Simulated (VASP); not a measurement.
Crystal: In.

```
In
1.0
     4.34802    0.00000    0.00000
    -2.17401    3.76550    0.00000
     0.00000    0.00000    4.93298
In
3
Direct
  0.22540 0.00000 0.33333
  0.00000 0.22540 0.66667
  0.77460 0.77460 0.00000
```

The cell was built by a generator and needn't be a form met in nature.

| Item | Value |
| --- | --- |
| Program | VASP 6.6.1 |
| Task | relaxation of cell and atoms |
| Functional | PBEsol |
| Potentials or basis | VASP PAW PBE potentials, release 64 (In_d) |
| Cutoff | 600 eV |
| k mesh | 6 × 6 × 4 |
| Occupations | gaussian, width 0.1 eV |
| Spin | no spin polarisation |

At the start: pressure 18.6 GPa; volume 26.92 Å³/atom.

Question: Where does the relaxation end?

Answer: Over 18 steps the energy falls by 1123.3 meV/atom and the volume is 26.51 Å³/atom (-1.5 %); space group R-3m (No. 166, to 0.05 Å).

The path:
```
step  energy change (eV)  largest force (eV/Å)  pressure (GPa)  volume (Å³)
   1              0.0000                6.3218           18.58        80.77
   2             -2.1664                0.1042           -5.37       122.15
   3             -2.5356                0.8581           -3.02       103.29
   4             -2.5364                0.8092           -3.27       103.94
   5             -2.8121                0.7744           -2.36        95.89
   6             -3.1021                0.6931            0.31        83.91
   7             -2.4086                0.0872           20.68        62.73
   8             -3.1051                0.7480            1.79        80.44
   9             -3.1088                0.6462            4.35        76.39
  10             -3.2356                0.2435            3.54        75.84
  11             -3.2879                0.0364            3.55        75.31
  12             -3.2707                0.2729            4.29        74.07
  13             -3.3011                0.1425            3.69        74.71
  14             -3.3645                0.0718           -0.13        80.07
  15             -3.3645                0.0737           -0.11        80.08
  16             -3.3665                0.0663           -0.16        79.96
  17             -3.3698                0.0407            0.05        79.59
  18             -3.3700                0.0326           -0.06        79.52
```

Final structure:
```
In
1.0
     3.86429    0.00000    0.00000
    -1.93214    3.34657    0.00000
     0.00000    0.00000    6.14909
In
3
Direct
  0.33684 0.00000 0.33333
  0.00000 0.33684 0.66667
  0.66316 0.66316 0.00000
```

Caveat: the PAW data sets were made with another functional, which shifts forces and pressure a little.
